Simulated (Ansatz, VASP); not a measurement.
Zn, level by level in two programs

```
Zn
1.0
     2.61549    0.00000    0.00000
    -1.30775    2.26509    0.00000
     0.00000    0.00000    4.86462
Zn
2
Cartesian
  1.3077 0.7550 3.6485
  0.0000 1.5101 1.2162
```

Single points on this cell with VASP 6.6.1 and Ansatz 0.2.0. Each row is one pair of runs. Alike in all rows: spin: off; k mesh: 11 × 11 × 6; smearing: fermi-dirac, width 0.05 eV.

```csv
level,"VASP's potentials, cutoff","Ansatz's potentials, cutoff","gap on the k mesh at the Fermi level (eV), VASP","gap on the k mesh at the Fermi level (eV), Ansatz","pressure (GPa), VASP","pressure (GPa), Ansatz","largest component of the traceless stress (GPa), VASP","largest component of the traceless stress (GPa), Ansatz"
LDA,"VASP PAW LDA potentials, release 64 (Zn), 520 eV","Ansatz PAW, 420 eV",none,none,-4.5,-5.1,0.40,0.18
PBE,"VASP PAW PBE potentials, release 64 (Zn), 520 eV","Ansatz PAW, 420 eV",none,none,4.9,4.5,2.26,2.10
r2SCAN,"VASP PAW PBE potentials, release 64 (Zn), 520 eV","Ansatz PAW, 500 eV",?,none,?,0.1,?,1.46
```

Q: Fill in what VASP gave in row 3.

A: gap on the k mesh at the Fermi level (eV): none; pressure (GPa): 0.6; largest component of the traceless stress (GPa): 1.58.

A gap of «none» marks a metal or a gap that the smearing closes.

Caveats: the PAW data sets were made with another functional, which shifts forces and pressure a little (VASP); the PAW data sets come from PBE, with cores solved anew for the run's functional, which leaves a small shift of forces and pressure (Ansatz).
